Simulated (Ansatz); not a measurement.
Crystal: P.

```
CELL_PARAMETERS angstrom
1.64774 -5.46504 0.00000
1.64774 5.46504 0.00000
0.00000 0.00000 4.54364
ATOMIC_POSITIONS crystal
P 0.90414 0.09586 0.58882
P 0.09586 0.90414 0.41118
P 0.59586 0.40414 0.08882
P 0.40414 0.59586 0.91118
```

| Item | Value |
| --- | --- |
| Program | Ansatz 0.2.0 |
| Task | single point |
| Functional | PBE |
| Potentials or basis | all-electron LAPW, scalar-relativistic |
| Cutoff | 247 eV (chosen from the basis error) |
| Basis error allowed | 0.001 eV/atom |
| k mesh | 8 × 8 × 6 |
| Occupations | fermi-dirac, width 0.05 eV |
| Spin | no spin polarisation |

On this cell: pressure 2.0 GPa; largest force 0.335 eV/Å; band gap on the k mesh 0.10 eV, direct.

The same run follows on a disturbed copy (atoms moved at random, drawn with an rms of 0.05 Å):

```xyz
4
Lattice="1.6477 -5.4650 0.0000 1.6477 5.4650 0.0000 0.0000 0.0000 4.5436" Properties=species:S:1:pos:R:3 pbc="T T T"
P     1.6804   -4.4018    2.6955
P     1.6487    4.4383    1.8815
P     1.6453   -1.0115    0.4248
P     1.6205    0.9952    4.1163
```

Q: What changes?

A: The energy moves by +24.6 meV/atom; pressure 4.0 GPa; largest force 1.476 eV/Å; band gap on the k mesh 0.31 eV, direct.

Forces on the atoms (eV/Å):
```
P   -0.749  0.038 -0.721
P   -0.027 -0.066  0.198
P    0.037 -0.968 -0.277
P    0.740  0.996  0.800
```

Stress tensor (GPa, compression positive):
```
 2.94 -0.13  1.75
-0.13  4.65  0.13
 1.75  0.13  4.35
```

A k mesh can miss the band edges.
